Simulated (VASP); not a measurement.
**A VASP 6.6.1 single-point calculation on LiF**

INCAR

```
PREC = Accurate
NBANDS = 7
ISIF = 2
LREAL = .FALSE.
LASPH = .TRUE.
METAGGA = R2SCAN
ENCUT = 520
IBRION = -1
NSW = 0
EDIFF = 1E-7
ALGO = Normal
SIGMA = 0.01
LWAVE = .FALSE.
LCHARG = .FALSE.
ISMEAR = 0
NELM = 50
```

KPOINTS

```
KPOINTS created by Atomic Simulation Environment
0
Gamma
10 10 10
0 0 0
```

POSCAR

```
Li F
 1.0000000000000000
     0.0557395491000000    1.9907651344999999    1.9907651344999999
     1.9907651344999999    0.0557395491000000    1.9907651344999999
     1.9907651344999999    1.9907651344999999    0.0557395491000000
 Li  F
   1   1
Cartesian
  0.0000000000000000  0.0000000000000000  0.0000000000000000
  2.0186349090499993  2.0186349090499993  2.0186349090499993
```

The recommended PBE PAW datasets give the neutral cell 10 valence electrons.

Command

```
mpirun -np 1 vasp_std
```

Question: How does this run end, and what does it give?

Answer: It converged. Results: gap between bands v and c on the k mesh 10.96 eV; least direct gap on the k mesh 10.96 eV; pressure 3.6 GPa. Band v is the last that the valence electrons fill when counted band by band, and c is the next.

OSZICAR

```
N       E                     dE             d eps       ncg     rms          rms(c)
DAV:   1     0.356958473746E+02    0.35696E+02   -0.59682E+03  1715   0.149E+03
DAV:   2    -0.139701754871E+02   -0.49666E+02   -0.47553E+02  1876   0.267E+02
DAV:   3    -0.149414933075E+02   -0.97132E+00   -0.97132E+00  2275   0.405E+01
DAV:   4    -0.149555143620E+02   -0.14021E-01   -0.14021E-01  2303   0.379E+00
DAV:   5    -0.149555663854E+02   -0.52023E-04   -0.52023E-04  2485   0.175E-01    0.389E+00
DAV:   6    -0.118911420140E+02    0.30644E+01   -0.84023E-01  1911   0.107E+01    0.153E+00
DAV:   7    -0.118853523889E+02    0.57896E-02   -0.58630E-01  1904   0.808E+00    0.117E+00
DAV:   8    -0.119906972623E+02   -0.10534E+00   -0.10410E+00  1624   0.109E+01    0.228E+00
DAV:   9    -0.118858626009E+02    0.10483E+00   -0.67286E-01  1624   0.843E+00    0.105E-01
DAV:  10    -0.118853596354E+02    0.50297E-03   -0.41739E-03  1820   0.104E+00    0.127E-01
DAV:  11    -0.118851521841E+02    0.20745E-03   -0.89164E-04  2044   0.342E-01    0.339E-02
DAV:  12    -0.118851287346E+02    0.23450E-04   -0.10219E-04  1925   0.117E-01    0.685E-03
DAV:  13    -0.118851273615E+02    0.13731E-05   -0.56014E-06  2121   0.304E-02    0.670E-04
DAV:  14    -0.118851269854E+02    0.37608E-06   -0.25300E-07  2100   0.694E-03    0.914E-04
DAV:  15    -0.118851270166E+02   -0.31231E-07   -0.59452E-08   847   0.260E-03
   1 F= -.11885127E+02 E0= -.11885127E+02  d E =-.241677E-51
```

For comparison, a separate r²SCAN run of the intended cell, on usual settings and not on those above, gives a gap of 10.96 eV on its mesh and a pressure of 3.6 GPa.
